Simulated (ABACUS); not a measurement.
# GaN (P6_3mc) in ABACUS: reference runs

Reference runs on GaN: the cell as given and a disturbed copy.

Program: ABACUS 3.10.1. These are calculated values, not measurements. Logs are shortened: lines on timing, memory, paths and dates and some standing lists are left out, and cuts for length are marked.

**Measured values to compare with.**

From “Studying electronic properties in GaN without electrical contacts using γ-γ vs e−-γ Perturbed Angular Correlations”, 2019, pmc:6823545, for a bulk crystal of GaN: band gap 3.503 ± 0.005 eV (direct).

The runs below are set against these values where they give the same quantity.

### Step 1. The crystal as given

It takes space group P6_3mc (No. 186, hexagonal). Conventional cell: a = 3.180 Å, b = 3.180 Å, c = 5.166 Å, α = 90.00°, β = 90.00°, γ = 120.00°. Around Ga (site symmetry 3m) lie 4 N at 1.94 to 1.95 Å. N (site symmetry 3m) is surrounded by 4 Ga at 1.94 to 1.95 Å.

### Step 2. Single point, PBE

INPUT

```
INPUT_PARAMETERS
suffix              GaN
calculation         scf
basis_type          pw
pseudo_dir          ./
symmetry            1
dft_functional      pbe
ecutwfc             84
pseudo_rcut         10
nspin               1
nbands              22
ks_solver           dav
smearing_method     fd
smearing_sigma      0.00367493
scf_thr             1e-08
scf_nmax            100
mixing_type         broyden
mixing_beta         0.7
cal_force           1
cal_stress          1
kpar                4
```

STRU

```
ATOMIC_SPECIES
Ga 69.7230 Ga.upf
N 14.0070 N.upf

LATTICE_CONSTANT
1.8897261246

LATTICE_VECTORS
3.1800000000 0.0000000000 0.0000000000
-1.5900000000 2.7539607840 0.0000000000
0.0000000000 0.0000000000 5.1660000000

ATOMIC_POSITIONS
Direct

Ga
0.0
2
0.6666666667 0.3333333333 0.5000000000 1 1 1
0.3333333333 0.6666666667 0.0000000000 1 1 1

N
0.0
2
0.6666666667 0.3333333333 0.8750000000 1 1 1
0.3333333333 0.6666666667 0.3750000000 1 1 1
```

KPT

```
K_POINTS
0
Gamma
10 10 5 0 0 0
```

Potentials or basis: PseudoDojo NC SR 0.4.1 PBE standard, plane waves.

On the command line:

```
$ OMP_NUM_THREADS=1 mpirun -np 4 abacus > log
```

running log:

```text
ABACUS v3.10.1

               Atomic-orbital Based Ab-initio Computation at UStc

 ------------------------------------------------------------------------------------

 READING GENERAL INFORMATION
                           global_out_dir = OUT.GaN/
                           global_in_card = INPUT
                               pseudo_dir = ./
                              orbital_dir =
                                    DSIZE = 4
                                    GSIZE = 1

 READING UNITCELL INFORMATION
                                    ntype = 2
                  lattice constant (Bohr) = 1.88973
              lattice constant (Angstrom) = 1

 READING ATOM TYPE 1
                               atom label = Ga
                      L=0, number of zeta = 1
                      L=1, number of zeta = 1
                      L=2, number of zeta = 1
             number of atom for this type = 2

 READING ATOM TYPE 2
                               atom label = N
                      L=0, number of zeta = 1
                      L=1, number of zeta = 1
                      L=2, number of zeta = 1
             number of atom for this type = 2

                        TOTAL ATOM NUMBER = 4
DIRECT COORDINATES
    atom                   x                   y                   z     mag                  vx                  vy                  vz
taud_Ga1            0.6666666667        0.3333333333        0.5000000000  0.0000        0.0000000000        0.0000000000        0.0000000000
taud_Ga2            0.3333333333        0.6666666667        0.0000000000  0.0000        0.0000000000        0.0000000000        0.0000000000
taud_N1            0.6666666667        0.3333333333        0.8750000000  0.0000        0.0000000000        0.0000000000        0.0000000000
taud_N2            0.3333333333        0.6666666667        0.3750000000  0.0000        0.0000000000        0.0000000000        0.0000000000

                          Volume (Bohr^3) = 305.306
                             Volume (A^3) = 45.2417

 Lattice vectors: (Cartesian coordinate: in unit of a_0)
                +3.18                  +0                  +0
                -1.59            +2.75396                  +0
                   +0                  +0              +5.166
 Reciprocal vectors: (Cartesian coordinate: in unit of 2 pi/a_0)
            +0.314465           +0.181557                  -0
                   -0           +0.363113                  -0
                   +0                  -0           +0.193573
 The esolver type has been set to : ksdft_pw

                PAO radial cut off (Bohr) = 10

 Read in pseudopotential file is Ga.upf
                     pseudopotential type = NC
          exchange-correlation functional = PBE
                 nonlocal core correction = 1
                        valence electrons = 13
                                     lmax = 2
                           number of zeta = 3
                     number of projectors = 6
                           L of projector = 0
                           L of projector = 0
                           L of projector = 1
                           L of projector = 1
                           L of projector = 2
                           L of projector = 2
                PAO radial cut off (Bohr) = 10

 Read in pseudopotential file is N.upf
                     pseudopotential type = NC
          exchange-correlation functional = PBE
                 nonlocal core correction = 1
                        valence electrons = 5
                                     lmax = 1
                           number of zeta = 2
                     number of projectors = 4
                           L of projector = 0
                           L of projector = 0
                           L of projector = 1
                           L of projector = 1
     initial pseudo atomic orbital number = 26

 SETUP THE ELECTRONS NUMBER
            electron number of element Ga = 13
      total electron number of element Ga = 26
             electron number of element N = 5
       total electron number of element N = 10
            AUTOSET number of electrons:  = 36
                           occupied bands = 18
                                   NBANDS = 22
                                   NLOCAL = 36

%%%%%%%%%%%%%%%%%%%%%%%%%%%%%%%%%%%%%%%%%%%%%%%%%%%%%%%%%%%%%%%%%%%%%%%%%%%%%%%%%%%%%%%%%%%%%%%%%%%%%%%%%%
 Warning: the number of valence electrons in pseudopotential > 3 for Ga: [Ar] 3d10 4s2 4p1
 Pseudopotentials with additional electrons can yield (more) accurate outcomes, but may be less efficient.
 If you're confident that your chosen pseudopotential is appropriate, you can safely ignore this warning.
%%%%%%%%%%%%%%%%%%%%%%%%%%%%%%%%%%%%%%%%%%%%%%%%%%%%%%%%%%%%%%%%%%%%%%%%%%%%%%%%%%%%%%%%%%%%%%%%%%%%%%%%%%

 SETUP THE PLANE WAVE BASIS
 energy cutoff for charge/potential (unit:Ry) = 336
            fft grid for charge/potential = [ 36, 36, 60 ]
                        fft grid division = [ 1, 1, 1 ]
        big fft grid for charge/potential = [ 36, 36, 60 ]
                                     nbxx = 77760
                                     nrxx = 77760

 SETUP PLANE WAVES FOR CHARGE/POTENTIAL
                    number of plane waves = 31863
                         number of sticks = 847

 PARALLEL PW FOR CHARGE/POTENTIAL
     PROC   COLUMNS(POT)             PW
        1            847          31863
 --------------- sum -------------------
        1            847          31863
                            number of |g| = 1529
                                  max |g| = 30.3768
                                  min |g| = 0

----------- Double Check Mixing Parameters Begin ------------
mixing_type: broyden
mixing_beta: 0.7
mixing_gg0: 1
mixing_gg0_min: 0.1
mixing_ndim: 8
----------- Double Check Mixing Parameters End ------------

 LATTICE VECTORS: (CARTESIAN COORDINATE: IN UNIT OF A0)
                +3.18                  +0                  +0
                -1.59            +2.75396                  +0
                   +0                  +0              +5.166
                       right hand lattice = 1
                                   NORM_A = 3.18
                                   NORM_B = 3.18
                                   NORM_C = 5.166
                           ALPHA (DEGREE) = 90
                           BETA  (DEGREE) = 90
                           GAMMA (DEGREE) = 120

 The lattice vectors have been changed (STRU_SIMPLE.cif)

(for optimal symmetric configuration:)
                             BRAVAIS TYPE = 4
                     BRAVAIS LATTICE NAME = 04. Hexagonal cell
                                    ibrav = 4
                                    IBRAV = 4
                                  BRAVAIS = HEXAGONAL CELL
                       LATTICE CONSTANT A = 3.18
                                C/A RATIO = 1.62453
Original cell was already a primitive cell.
                        ROTATION MATRICES = 24
              PURE POINT GROUP OPERATIONS = 6
                   SPACE GROUP OPERATIONS = 12
                                       C2 = 0
                                       C3 = 2
                                       C4 = 0
                                       C6 = 0
                                       S1 = 3
                                       S3 = 0
                                       S4 = 0
                                       S6 = 0
                              POINT GROUP = C_3v
                                       C2 = 1
                                       C3 = 2
                                       C4 = 0
                                       C6 = 2
                                       S1 = 6
                                       S3 = 0
                                       S4 = 0
                                       S6 = 0
               POINT GROUP IN SPACE GROUP = C_6v

 SETUP K-POINTS
                                    nspin = 1
                   Input type of k points = Monkhorst-Pack(Gamma)
                                   nkstot = 500
                       right hand lattice = 1
(for reciprocal lattice: )
                             BRAVAIS TYPE = 4
                     BRAVAIS LATTICE NAME = 04. Hexagonal cell
                                    ibrav = 4
                       right hand lattice = 1
(for k-lattice: )
                             BRAVAIS TYPE = 4
                     BRAVAIS LATTICE NAME = 04. Hexagonal cell
                                    ibrav = 4
                       right hand lattice = 1
                        ROTATION MATRICES = 24
                               nkstot_ibz = 42
K-POINTS REDUCTION ACCORDING TO SYMMETRY
     IBZ    DIRECT_X    DIRECT_Y    DIRECT_Z  WEIGHT  ibz2bz
       1  0.00000000  0.00000000  0.00000000  0.0020       0
       2 -0.10000000  0.10000000  0.00000000  0.0120       1
       3 -0.20000000  0.20000000  0.00000000  0.0120       2
       4 -0.30000000  0.30000000  0.00000000  0.0120       3
       5 -0.40000000  0.40000000  0.00000000  0.0120       4
       6  0.50000000  0.50000000  0.00000000  0.0060       5
[... 22 lines left out ...]
      29  0.00000000  0.00000000  0.40000000  0.0040     200
      30 -0.10000000  0.10000000  0.40000000  0.0240     201
[... 12 further k points ...]

                               nkstot now = 42
[... K-POINTS DIRECT COORDINATES: 42 rows ...]

           k-point number in this process = 11
       minimum distributed K point number = 10
[... stars of the k points ...]

[... K-POINTS CARTESIAN COORDINATES: 11 rows ...]

[... K-POINTS DIRECT COORDINATES: 11 rows ...]

 SETUP PLANE WAVES FOR WAVE FUNCTIONS
     energy cutoff for wavefunc (unit:Ry) = 84
              fft grid for wave functions = [ 36, 36, 60 ]
                    number of plane waves = 5503
                         number of sticks = 253

 PARALLEL PW FOR WAVE FUNCTIONS
     PROC   COLUMNS(POT)             PW
        1            253           5503
 --------------- sum -------------------
        1            253           5503

 SETUP NONLOCAL PSEUDOPOTENTIALS IN PLANE WAVE BASIS
 Ga non-local projectors:
 projector 1 L=0
 projector 2 L=0
 projector 3 L=1
 projector 4 L=1
 projector 5 L=2
 projector 6 L=2
 N non-local projectors:
 projector 1 L=0
 projector 2 L=0
 projector 3 L=1
 projector 4 L=1
      TOTAL NUMBER OF NONLOCAL PROJECTORS = 52

 Init Non-Local PseudoPotential table :
 Init Non-Local-Pseudopotential done.

                                     npwx = 3995

 Make real space PAO into reciprocal space.
       max mesh points in Pseudopotential = 1001
     dq(describe PAO in reciprocal space) = 0.01
                                    max q = 1104

 number of pseudo atomic orbitals for Ga is 3
WARNING: norm of atomic wavefunction # 2 of atomic type Ga is 0.999997, renormalized
WARNING: norm of atomic wavefunction # 3 of atomic type Ga is 0.998668, renormalized

 number of pseudo atomic orbitals for N is 2
WARNING: norm of atomic wavefunction # 2 of atomic type N is 0.999999, renormalized

 -------------------------------------------
 SELF-CONSISTENT
 -------------------------------------------
                                 init_chg = atomic

 PW ALGORITHM --------------- ION=   1  ELEC=   1--------------------------------

 Density error is 1.0327227929
                          Error Threshold = 0.01
----------------------------------------------------------
     Energy           Rydberg                 eV
----------------------------------------------------------
 E_KohnSham     -347.1072123500      -4722.6359048556
 E_Harris       -347.1418320531      -4723.1069300812
 E_Fermi        0.7599611606         10.3398020424
----------------------------------------------------------
[... 99 lines left out ...]
 Density error is 1.24729617032e-09
                          Error Threshold = 3.51778459035e-11
----------------------------------------------------------
     Energy           Rydberg                 eV
----------------------------------------------------------
 E_KohnSham     -347.5195944915      -4728.2466517332
 E_KS(sigma->0) -347.5195944915      -4728.2466517332
 E_Harris       -347.5197720822      -4728.2490679799
 E_band         2.0135550765         27.3958222767
 E_one_elec     -104.3685951499      -1420.0075862934
 E_Hartree      87.1659970291        1185.9542314465
 E_xc           -96.3100480000       -1310.3654274534
 E_Ewald        -234.0069483707      -3183.8278694329
 E_entropy(-TS) -0.0000000000        -0.0000000000
 E_descf        0.0000000000         0.0000000000
 E_exx          0.0000000000         0.0000000000
 E_Fermi        0.8741651656         11.8936272454
----------------------------------------------------------

 charge density convergence is achieved
 final etot is -4728.2466517 eV
 EFERMI = 11.893627245 eV

 STATE ENERGY(eV) AND OCCUPATIONS    NSPIN == 1
 1/11 kpoint (Cartesian) = 0.0000 0.0000 0.0000 (3995 pws)
       1       -5.23848     0.00400000
       2       -4.33888     0.00400000
       3       -2.78215     0.00400000
       4       -2.76180     0.00400000
       5       -2.76180     0.00400000
       6       -2.69964     0.00400000
[... 134 lines left out ...]
      21        16.9026    3.73428e-46
      22        19.4866    1.33992e-68

[... levels at 5 further k points ...]

------------------------------------------------------------------------------------------
 TOTAL-FORCE (eV/Angstrom)
------------------------------------------------------------------------------------------
                       Ga1         0.0000000000         0.0000000000        -0.1371673852
                       Ga2         0.0000000000         0.0000000000        -0.1371673852
                        N1         0.0000000000         0.0000000000         0.1371673852
                        N2         0.0000000000         0.0000000000         0.1371673852
------------------------------------------------------------------------------------------

----------------------------------------------------------------
 TOTAL-STRESS (KBAR)
----------------------------------------------------------------
        67.5105321486         0.0000000000         0.0000000000
         0.0000000000        67.5105321503         0.0000000000
         0.0000000000         0.0000000000        88.8487146356
----------------------------------------------------------------
 TOTAL-PRESSURE: 74.623260 KBAR

 --------------------------------------------
 !FINAL_ETOT_IS -4728.2466517332213698 eV
 --------------------------------------------
```

Wall time 17 s (4 MPI ranks of Intel Xeon Platinum 8488C (Sapphire Rapids), shared host); peak memory 0.44 GiB.

Results:

```
Free energy            : -4728.2467 eV
Pressure               : 7.5 GPa
Largest force          : 0.137 eV/Å
Band gap on the k mesh : 2.01 eV, direct
```

Forces on the atoms (eV/Å):
```
Ga   0.000  0.000 -0.137
Ga   0.000  0.000 -0.137
N    0.000  0.000  0.137
N    0.000  0.000  0.137
```

Caveat: there are fewer bands than atomic start orbitals, so a level may be missed at k points of high symmetry.

### Step 3. Single point, PBE (atoms moved at random, drawn with an rms of 0.05 Å)

INPUT is that of step 2.

STRU

```
ATOMIC_SPECIES
Ga 69.7230 Ga.upf
N 14.0070 N.upf

LATTICE_CONSTANT
1.8897261246

LATTICE_VECTORS
3.1800000000 0.0000000000 0.0000000000
-1.5900000000 2.7539607840 0.0000000000
0.0000000000 0.0000000000 5.1660000000

ATOMIC_POSITIONS
Direct

Ga
0.0
2
0.6779320000 0.3377420000 0.4989470000 1 1 1
0.3459920000 0.6697240000 0.0105920000 1 1 1

N
0.0
2
0.6702470000 0.3425430000 0.8761860000 1 1 1
0.3341970000 0.6529300000 0.3742130000 1 1 1
```

KPT is that of step 2.

Potentials or basis: PseudoDojo NC SR 0.4.1 PBE standard, plane waves.

On the command line:

```
$ OMP_NUM_THREADS=1 mpirun -np 4 abacus > log
```

running log:

```text
ABACUS v3.10.1

               Atomic-orbital Based Ab-initio Computation at UStc

 ------------------------------------------------------------------------------------

 READING GENERAL INFORMATION
                           global_out_dir = OUT.GaN/
                           global_in_card = INPUT
                               pseudo_dir = ./
                              orbital_dir =
                                    DSIZE = 4
                                    GSIZE = 1

 READING UNITCELL INFORMATION
                                    ntype = 2
                  lattice constant (Bohr) = 1.88973
              lattice constant (Angstrom) = 1
[... 376 lines left out ...]
       1       -5.30780     0.00400000
       2       -4.29786     0.00400000
       3       -2.85628     0.00400000
       4       -2.83168     0.00400000
       5       -2.80639     0.00400000
       6       -2.64350     0.00400000
[... 134 lines left out ...]
      21        16.8983    4.93531e-47
      22        19.4655    2.47992e-69

[... levels at 57 further k points ...]

------------------------------------------------------------------------------------------
 TOTAL-FORCE (eV/Angstrom)
------------------------------------------------------------------------------------------
                       Ga1        -0.0878488185        -0.5289306681         0.4955047041
                       Ga2        -0.4539222195         0.1813235917        -1.4518888248
                        N1         0.4958282349        -0.2607529512         0.1999701405
                        N2         0.0459428031         0.6083600276         0.7564139802
------------------------------------------------------------------------------------------

----------------------------------------------------------------
 TOTAL-STRESS (KBAR)
----------------------------------------------------------------
        84.0309819163       -10.2576241246        -9.4188888926
       -10.2576241246        39.8075071139        -6.6121326148
        -9.4188888926        -6.6121326148       115.9579420707
----------------------------------------------------------------
 TOTAL-PRESSURE: 79.932144 KBAR

 --------------------------------------------
 !FINAL_ETOT_IS -4728.1747904076974010 eV
 --------------------------------------------
```

It took 96 s on 4 MPI ranks of Intel Xeon Platinum 8488C (Sapphire Rapids), shared host; peak memory 0.76 GiB.

What came out:

```yaml
Free_energy: -4728.1748 eV
Pressure: 8.0 GPa
Largest_force: 1.532 eV/Å
Band_gap_on_the_k_mesh: 1.89 eV, direct
```

Forces in eV/Å, atoms in the order of the input:
```
Ga  -0.088 -0.529  0.496
Ga  -0.454  0.181 -1.452
N    0.496 -0.261  0.200
N    0.046  0.608  0.756
```

Stress tensor (GPa, compression positive):
```
 8.40 -1.03 -0.94
-1.03  3.98 -0.66
-0.94 -0.66 11.60
```

Levels at points of the mesh, in eV from the valence-band top:
```tsv
k point	band 14	band 15	band 16	band 17	band 18	band 19	band 20
(0.00, 0.00, 0.00)	-1.31	-1.08	-0.21	-0.07	0.00	1.89	4.30
(0.50, 0.00, 0.00)	-5.31	-4.41	-2.87	-2.43	-1.00	5.01	5.54
(0.00, 0.50, 0.00)	-5.13	-4.51	-2.92	-2.27	-1.01	4.97	5.47
(0.50, 0.50, 0.00)	-5.47	-4.35	-2.84	-2.55	-0.96	4.99	5.64
```

Caveat: there are fewer bands than atomic start orbitals, so a level may be missed at k points of high symmetry.

### Step 4. Against experiment

Step 2. Against the measured gap of GaN, 3.503 eV (direct; quoted in “Studying electronic properties in GaN without electrical contacts using γ-γ vs e−-γ Perturbed Angular Correlations”, 2019, pmc:6823545), the calculated 2.01 eV is off by -1.50 eV. Spin-orbit coupling on Ga is left out. The value is that of PBE, without temperature or zero-point motion. Semilocal functionals fall short of measured gaps as a rule.
